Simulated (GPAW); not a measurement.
# PbO2 (Fm-3m) in GPAW: further runs

The runs below take PbO2 through single point, electron localisation function, with PBE, PBEsol.

All numbers are computed with GPAW 26.7.0; they aren't measurements. Logs are shortened: lines on timing, memory, paths and dates and some standing lists are left out, and cuts for length are marked. The log counts tension as positive stress, the text compression.

## Step 1: Starting point

Symmetry: Fm-3m, No. 225, cubic system. The conventional cell has a = 5.404 Å, b = 5.404 Å, c = 5.404 Å, α = 90.00°, β = 90.00°, γ = 90.00°. Around Pb (site symmetry m-3m) lie 8 O at 2.34 Å. O (site symmetry -43m) is surrounded by 4 Pb at 2.34 Å.

The cell comes from a database or a generator and needn't be the stable form of this composition.

## Step 2: Single point, PBE

The input, run.py:

```python
from ase.dft.bandgap import bandgap
from ase.io import read, write
from ase.units import GPa
from gpaw import GPAW, PW

atoms = read('POSCAR')

calc = GPAW(mode=PW(600),
            xc='PBE',
            kpts={'size': (7, 7, 7), 'gamma': True},
            occupations={'name': 'fermi-dirac', 'width': 0.05},
            nbands=24,
            convergence={'density': 1e-05, 'energy': 1e-05},
            maxiter=80,
            txt='gpaw.txt')
atoms.calc = calc
energy = atoms.get_potential_energy()
forces = atoms.get_forces()
stress = atoms.get_stress()
calc.write('gs.gpw')
write('result.traj', atoms)
print(f'Energy: {energy:.6f} eV')
print('Forces (eV/A):')
print(forces.round(4))
print('Stress (GPa):', (stress / GPa).round(3))
print('Fermi level:', round(calc.get_fermi_level(), 4), 'eV')
print(f'Gap: {bandgap(calc)[0]:.4f} eV, direct: {bandgap(calc, direct=True)[0]:.4f} eV')
```

The input, POSCAR:

```
PbO2
1.0
    0.0000000000      2.7019920000      2.7019920000
    2.7019920000      0.0000000000      2.7019920000
    2.7019920000      2.7019920000      0.0000000000
Pb O
1 2
Direct
    0.0000000000      0.0000000000      0.0000000000
    0.7500000000      0.7500000000      0.7500000000
    0.2500000000      0.2500000000      0.2500000000
```

Potentials or basis: GPAW PAW data sets (gpaw-data 1.2.1), pw.

Command:

```bash
$ OMP_NUM_THREADS=1 python run.py
```

gpaw.txt:

```text
__  _  _
 | _ |_)|_||  |
 |__||  | ||/\| - 26.7.0

Input parameters:
  mode=PW(ecut=600.0),
  convergence={'density': 1e-05, 'energy': 1e-05},
  kpts=MonkhorstPack(size=(7, 7, 7), gamma=True),
  maxiter=80,
  nbands=24,
  occupations=Occupations(name='fermi-dirac', width=0.05),
  xc=XC(name='PBE')

Diagonalizing LCAO Hamiltonian
Converting LCAO to pw mode

                    O

           O

       Pb

Atoms  # Å, Bohr magnetons
|   | symbol |        x |        y |        z |    initial magnetic moments |
|---|--------|----------|----------|----------|-----------------------------|
| 0 |     Pb | 0.000000 | 0.000000 | 0.000000 | ( 0.0000,  0.0000,  0.0000) |
| 1 |      O | 4.052988 | 4.052988 | 4.052988 | ( 0.0000,  0.0000,  0.0000) |
| 2 |      O | 1.350996 | 1.350996 | 1.350996 | ( 0.0000,  0.0000,  0.0000) |

Unit cell  # Å
| periodic |        x |        y |        z |  lengths |    angles |
|----------|----------|----------|----------|----------|-----------|
|      yes | 0.000000 | 2.701992 | 2.701992 | 3.821194 | 60.000000 |
|      yes | 2.701992 | 0.000000 | 2.701992 | 3.821194 | 60.000000 |
|      yes | 2.701992 | 2.701992 | 0.000000 | 3.821194 | 60.000000 |

Number of symmetries: 48
Symmetry operations  # r_c * U_cc + t_c -> r_c
|    | kind |            matrix            |
|----|------|------------------------------|
|  0 |  σ   |  1, 0, 0,  1, 0,-1,  1,-1, 0 |
|  1 |  C2  |  1, 0, 0,  1,-1, 0,  1, 0,-1 |
|  2 |  E   |  1, 0, 0,  0, 1, 0,  0, 0, 1 |
|  3 |  σ   |  1, 0, 0,  0, 0, 1,  0, 1, 0 |
|  4 |  C4  |  1, 0,-1,  1, 0, 0,  1,-1, 0 |
|  5 |  S6  |  1, 0,-1,  1,-1, 0,  1, 0, 0 |
|  6 |  σ   |  1, 0,-1,  0, 1,-1,  0, 0,-1 |
|  7 |  C3  |  1, 0,-1,  0, 0,-1,  0, 1,-1 |
|  8 |  S6  |  1,-1, 0,  1, 0, 0,  1, 0,-1 |
|  9 |  C4  |  1,-1, 0,  1, 0,-1,  1, 0, 0 |
| 10 |  C3  |  1,-1, 0,  0,-1, 1,  0,-1, 0 |
| 11 |  σ   |  1,-1, 0,  0,-1, 0,  0,-1, 1 |
| 12 |  σ   |  0, 1, 0,  1, 0, 0,  0, 0, 1 |
| 13 |  C4  |  0, 1, 0,  0, 1,-1, -1, 1, 0 |
| 14 |  C3  |  0, 1, 0,  0, 0, 1,  1, 0, 0 |
| 15 |  S6  |  0, 1, 0, -1, 1, 0,  0, 1,-1 |
| 16 |  C2  |  0, 1,-1,  1, 0,-1,  0, 0,-1 |
| 17 |  σ   |  0, 1,-1,  0, 1, 0, -1, 1, 0 |
| 18 |  S4  |  0, 1,-1,  0, 0,-1,  1, 0,-1 |
| 19 |  C4  |  0, 1,-1, -1, 1, 0,  0, 1, 0 |
| 20 |  C3  |  0, 0, 1,  1, 0, 0,  0, 1, 0 |
| 21 |  σ   |  0, 0, 1,  0, 1, 0,  1, 0, 0 |
| 22 |  S6  |  0, 0, 1,  0,-1, 1, -1, 0, 1 |
| 23 |  C4  |  0, 0, 1, -1, 0, 1,  0,-1, 1 |
| 24 |  S4  |  0, 0,-1,  1, 0,-1,  0, 1,-1 |
| 25 |  C3  |  0, 0,-1,  0, 1,-1,  1, 0,-1 |
| 26 |  C2  |  0, 0,-1,  0,-1, 0, -1, 0, 0 |
| 27 |  S6  |  0, 0,-1, -1, 0, 0,  0,-1, 0 |
| 28 |  S4  |  0,-1, 1,  1,-1, 0,  0,-1, 0 |
| 29 |  C4  |  0,-1, 1,  0, 0, 1, -1, 0, 1 |
| 30 |  C2  |  0,-1, 1,  0,-1, 0,  1,-1, 0 |
| 31 |  σ   |  0,-1, 1, -1, 0, 1,  0, 0, 1 |
| 32 |  C3  |  0,-1, 0,  1,-1, 0,  0,-1, 1 |
| 33 |  S6  |  0,-1, 0,  0, 0,-1, -1, 0, 0 |
| 34 |  S4  |  0,-1, 0,  0,-1, 1,  1,-1, 0 |
| 35 |  C2  |  0,-1, 0, -1, 0, 0,  0, 0,-1 |
| 36 |  C2  | -1, 1, 0,  0, 1, 0,  0, 1,-1 |
| 37 |  S6  | -1, 1, 0,  0, 1,-1,  0, 1, 0 |
| 38 |  S4  | -1, 1, 0, -1, 0, 1, -1, 0, 0 |
| 39 |  C3  | -1, 1, 0, -1, 0, 0, -1, 0, 1 |
| 40 |  S6  | -1, 0, 1,  0, 0, 1,  0,-1, 1 |
| 41 |  C2  | -1, 0, 1,  0,-1, 1,  0, 0, 1 |
| 42 |  C3  | -1, 0, 1, -1, 1, 0, -1, 0, 0 |
| 43 |  S4  | -1, 0, 1, -1, 0, 0, -1, 1, 0 |
| 44 |  C2  | -1, 0, 0,  0, 0,-1,  0,-1, 0 |
| 45 |  i   | -1, 0, 0,  0,-1, 0,  0, 0,-1 |
| 46 |  σ   | -1, 0, 0, -1, 1, 0, -1, 0, 1 |
| 47 |  C2  | -1, 0, 0, -1, 0, 1, -1, 1, 0 |

BZ-sampling:
  Number of BZ points: 343
  Number of IBZ points: 20

  Monkhorst-Pack size: [7, 7, 7]
  Monkhorst-Pack shift: [0, 0, 0]

K-points  # in reciprocal-cell coordinates
|     |                                coordinates |     weight |
|-----|--------------------------------------------|------------|
|   0 | (  0.00000000,   0.00000000,   0.00000000) | 0.00291545 |
|   1 | (  0.14285714,   0.14285714,   0.00000000) | 0.01749271 |
|   2 | (  0.14285714,   0.14285714,   0.14285714) | 0.02332362 |
|   3 | (  0.28571429,   0.14285714,   0.14285714) | 0.03498542 |
|   4 | (  0.28571429,   0.28571429,   0.00000000) | 0.01749271 |
|   5 | (  0.28571429,   0.28571429,   0.14285714) | 0.06997085 |
|   6 | (  0.28571429,   0.28571429,   0.28571429) | 0.02332362 |
|   7 | (  0.42857143,  -0.28571429,  -0.28571429) | 0.03498542 |
|   8 | (  0.42857143,   0.28571429,  -0.42857143) | 0.13994169 |
|   9 | (  0.42857143,   0.28571429,  -0.28571429) | 0.06997085 |
| ... |                                            |            |
|  19 | (  0.42857143,   0.42857143,   0.42857143) | 0.02332362 |

Plane wave coefficients: 1363
Cutoff: 600.0 eV

Spin-components: 1 (collinear spins)
Bands:           24
Projectors:      16
Spin-degeneracy: 2
Datatype:        complex128

Density:
  Valence electrons: 26.0
  Components: 1
  Grid points: [24 24 24]
  Charge: 0.0  # |e|

Potential:
  Grid points: [24 24 24]

species:
  Pb:
    name:    Lead
    Z:       82.0
    valence: 14
    core:    68
    charge:  0.0  # [|e|]
    compensation charges:
      type: gauss
      rc: 0.38  # [Å]
      lmax: 2
    cutoffs:
      filter: 2.36  # [Å]
      core: 2.43  # [Å]
    projectors
    | kind |    occ | energy [eV] | rcut [Å] |
    |------|--------|-------------|----------|
    |   6s |  2.000 |     -11.969 |    1.259 |
    |   6p |  2.000 |      -3.506 |    1.275 |
    |   5d | 10.000 |     -21.211 |    1.217 |
    |    s |        |      15.243 |    1.259 |
    |    p |        |      23.705 |    1.275 |
    |    d |        |       6.001 |    1.217 |

    Using partial waves for Pb as LCAO basis

  O:
    name:    Oxygen
    Z:       8.0
    valence: 6
    core:    2
    charge:  0.0  # [|e|]
    compensation charges:
      type: gauss
      rc: 0.21  # [Å]
      lmax: 2
    cutoffs:
      filter: 1.17  # [Å]
      core: 0.83  # [Å]
    projectors
    | kind |    occ | energy [eV] | rcut [Å] |
    |------|--------|-------------|----------|
    |   2s |  2.000 |     -23.961 |    0.688 |
    |   2p |  4.000 |      -9.029 |    0.598 |
    |    s |        |       3.251 |    0.688 |
    |    p |        |      18.182 |    0.598 |
    |    d |        |       0.000 |    0.619 |

    Using partial waves for O as LCAO basis

Reference energy: -571356.167966  # eV

eigensolver:
  PPCG
  Converge bands: occupied
  niter=2

density mixing:
  MSR1-Mixer
  Pratt-step length: 0.05
  Maximum mixing coefficient: 0.75
  Old densities: 10
  SVD Regularization: 0.005
  Good broyden scale: 1.0
  Trust region scale: 1.0
  Backstep threshold: 4.0
  History deletion threshold: 6.0
  Fourier metric: weight=20.0, sigma=0.015

occupation numbers:
  Fermi-Dirac:
    width: 0.0500  # eV

poisson solver:
  ecut: 4800.0  # eV

xc functional:
  name: PBE with 2 nearest neighbor stencil

convergence criteria:
- Maximum integral of absolute [dens]ity change: 1e-05 electrons / valence electron
- Maximum [total energy] change in last 3 cyles: 1e-05 eV / valence electron
- Maximum integral of absolute [eigenst]ate change: 4e-08 eV^2 / valence electron
maximum number of iterations: 80

SCF iterations
|iter     | |      energy | eigst |  dens |
|---------|-|-------------|-------|-------|
|iter:   1| |  -18.752400 | +0.03 |       |
|iter:   2| |  -18.014739 | -1.77 | -0.89 |
|iter:   3| |  -16.219544 | -0.90 | -0.95 |
|iter:   4| |  -16.216151 | -3.17 | -1.53 |
|iter:   5| |  -16.219889 | -3.35 | -1.81 |
|iter:   6| |  -16.220138 | -4.84 | -2.95 |
|iter:   7| |  -16.220211 | -5.46 | -3.33 |
|iter:   8| |  -16.220213c| -7.11 | -4.28 |
|iter:   9| |  -16.220213c| -8.30c| -4.88 |
|iter:  10| |  -16.220213c| -8.33c| -5.38c|

Converged in 10 steps
Energy contributions relative to reference atoms: (reference = -571356.167966)

Energy contributions:
  Kinetic:          26.014059
  Coulomb:         -23.290783
  Zero:              0.043383
  External:          0.000000
  Xc:              -18.984440
  Entropy:          -0.004862
  Spinorbit:         0.000000
  ----------------------------
  Free energy:     -16.222644
  Extrapolated:    -16.220213

dipole moment: (-22.035421, -22.035421, -22.035421)  # |e|*Ang

Fermi level: 6.474
Eigenvalues  # (at kpt = [0.000, 0.000, 0.000])
| band index |      eig [eV] | occ [0-2] |
|------------|---------------|-----------|
|          0 |       -12.041 |     2.000 |
|        ... |               |           |
|          6 |        -9.023 |     2.000 |
|          7 |         3.793 |     2.000 |
|          8 |         4.467 |     2.000 |
|          9 |         4.467 |     2.000 |
|         10 |         4.467 |     2.000 |
|         11 |         5.227 |     2.000 |
|         12 |         5.227 |     2.000 |
|         13 |         5.227 |     2.000 |
|         14 |        13.399 |     0.000 |
|         15 |        13.399 |     0.000 |
|         16 |        13.399 |     0.000 |
|         17 |        18.258 |     0.000 |
|         18 |        21.998 |     0.000 |
|         19 |        21.998 |     0.000 |
|         20 |        26.667 |     0.000 |
|         21 |        26.667 |     0.000 |
|        ... |               |           |
|         23 |        28.199 |     0.000 |

No gap
No difference between direct/indirect transitions

Forces  # eV/Ang
|       x |        y |        z |
|---------|----------|----------|
| 0.00000 | -0.00000 |  0.00000 |  # Pb   0
| 0.00000 | -0.00000 |  0.00000 |  # O    1
| 0.00000 | -0.00000 | -0.00000 |  # O    2

Stress tensor  # eV/Ang^3
|        x |        y |        z |
|----------|----------|----------|
| 0.035855 | 0.000000 | 0.000000 |
| 0.000000 | 0.035855 | 0.000000 |
| 0.000000 | 0.000000 | 0.035855 |

# Writing to gs.gpw (mode='')
```

Run time: 14 s. Hardware: 1 thread of Arm Neoverse V2, shared host; peak memory 0.15 GiB.

What came out:

```
Free energy            : -16.2226 eV
Pressure               : -5.7 GPa
Band gap on the k mesh : none (metal or under the smearing width)
```

Caveat: the cutoff is short for stress and forces, so pressures can be off by a GPa or more.

## Step 3: Electron localisation function, PBEsol

The input, run.py:

```python
from ase.dft.bandgap import bandgap
from ase.io import read, write
from ase.units import Bohr, GPa
from gpaw import GPAW, PW, setup_paths
from gpaw.elf import elf_from_dft_calculation

setup_paths.insert(0, '.')

atoms = read('PbO2.cif')

calc = GPAW(mode=PW(440),
            xc='PBEsol',
            kpts={'size': (5, 5, 5), 'gamma': True},
            occupations={'name': 'fermi-dirac', 'width': 0.01},
            nbands=24,
            convergence={'density': 1e-05, 'energy': 1e-05},
            mixer={'backend': 'msr1', 'nmaxold': 20},
            maxiter=150,
            txt='gpaw.txt')
atoms.calc = calc
energy = atoms.get_potential_energy()
forces = atoms.get_forces()
stress = atoms.get_stress()
calc.write('gs.gpw')
write('result.traj', atoms)
print(f'Energy: {energy:.6f} eV')
print('Forces (eV/A):')
print(forces.round(4))
print('Stress (GPa):', (stress / GPa).round(3))
print('Fermi level:', round(calc.get_fermi_level(), 4), 'eV')
print(f'Gap: {bandgap(calc)[0]:.4f} eV, direct: {bandgap(calc, direct=True)[0]:.4f} eV')

# fields on the real-space grid
write('density.cube', atoms, data=calc.get_pseudo_density() * Bohr**3)
write('potential.cube', atoms, data=calc.get_electrostatic_potential())
write('elf.cube', atoms, data=elf_from_dft_calculation(calc).data)
```

The input, PbO2.cif:

```cif
data_PbO2
_cell_length_a 3.82119373
_cell_length_b 3.82119373
_cell_length_c 3.82119373
_cell_angle_alpha 60.00000000
_cell_angle_beta 60.00000000
_cell_angle_gamma 60.00000000
_space_group_name_H-M_alt 'P1'
_space_group_name_Hall 'P 1'
_space_group_IT_number 1
loop_
_space_group_symop_operation_xyz
'x,y,z'
loop_
_atom_site_label
_atom_site_type_symbol
_atom_site_symmetry_multiplicity
_atom_site_Wyckoff_symbol
_atom_site_fract_x
_atom_site_fract_y
_atom_site_fract_z
_atom_site_occupancy
Pb1 Pb 1 a 0.0000000000 0.0000000000 0.0000000000 1
O1 O 1 a 0.7500000000 0.7500000000 0.7500000000 1
O2 O 1 a 0.2500000000 0.2500000000 0.2500000000 1
```

Potentials or basis: PAW data sets generated in the run's folder for this functional, pw.

Command:

```bash
$ gpaw-setup -f PBEsol O Pb
$ OMP_NUM_THREADS=1 python run.py
```

It took 7.1 s on 1 thread of Arm Neoverse V2, shared host; peak memory 0.14 GiB.

The run converged, but some of its settings lie outside the range that counts as converged, so its numbers aren't taken as properties of the crystal.

Results:

```
Free energy            : -15.4876 eV
Pressure               : -42.8 GPa
Band gap on the k mesh : none (metal or under the smearing width)
```

Caveat: the k mesh is coarse (spacing up to 0.40 Å⁻¹), so the values aren't converged; the cutoff is short for stress and forces, so pressures can be off by a GPa or more; a pressure of tens of GPa on the cell as given is suspect, and the run, the potentials or the cell itself is likely at fault.
